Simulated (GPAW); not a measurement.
Runs of GPAW 26.7.0 on Pt. The structure is cubic, space group Fm-3m (No. 225). Conventional cell: a = 3.922 Å, b = 3.922 Å, c = 3.922 Å, α = 90.00°, β = 90.00°, γ = 90.00°. Pt (site symmetry m-3m) has 12 Pt at 2.77 Å as nearest neighbours. 

```tsv
task	level	potentials or basis	spin	U	cell	k mesh	cutoff (eV)	maxiter	older calculator (legacy_gpaw)	random start of the orbitals	band path	band points	grid spacing	other keys	gap on the mesh (eV)	pressure (GPa)	moment (μB)
single point	PBE	GPAW PAW data sets (gpaw-data 1.2.1), pw	off	-	as given	12 × 12 × 12	600	150	-	-	-	-	-	-	none	(a)	-
single point	PBE	GPAW PAW data sets (gpaw-data 1.2.1), pw	off	-	cell strained at random at fixed volume	12 × 12 × 12	600	150	-	-	-	-	-	-	none	9.9	-
single point	BP86+U	PAW data sets generated in the run's folder for this functional, pw	collinear, random start	Pt d U = 2 eV	as given	12 × 12 × 12	600	150	-	-	-	-	-	-	none	8.1	0.00
single point	LDA	the program's PAW data sets (release 1.2.1) made for this functional, fd	off	-	volume scaled by 1.15	12 × 12 × 12	-	150	-	-	-	-	0.18 Å	-	none	-	-
single point	C09-vdW	GPAW PAW data sets (gpaw-data 1.2.1), other valence, pw	collinear, ferromagnetic start	-	volume scaled by 1.08	11 × 11 × 11	600	150	-	-	-	-	-	-	none	-	0.00
```

Alike in all rows: smearing fermi-dirac 0.05 eV.

**Question.** Fill in the values left out.

**Answer.** (a) 9.8.

Caveats: the U is typed as a test and isn't derived for this compound (some runs); the PAW data sets were made with another functional, which shifts forces and pressure a little (some runs).

A k mesh can miss the band edges, and the runs leave out spin-orbit coupling on Pt.

A gap of «none» marks a metal or a gap under the smearing width.

The runs don't all hold the same shells in valence.
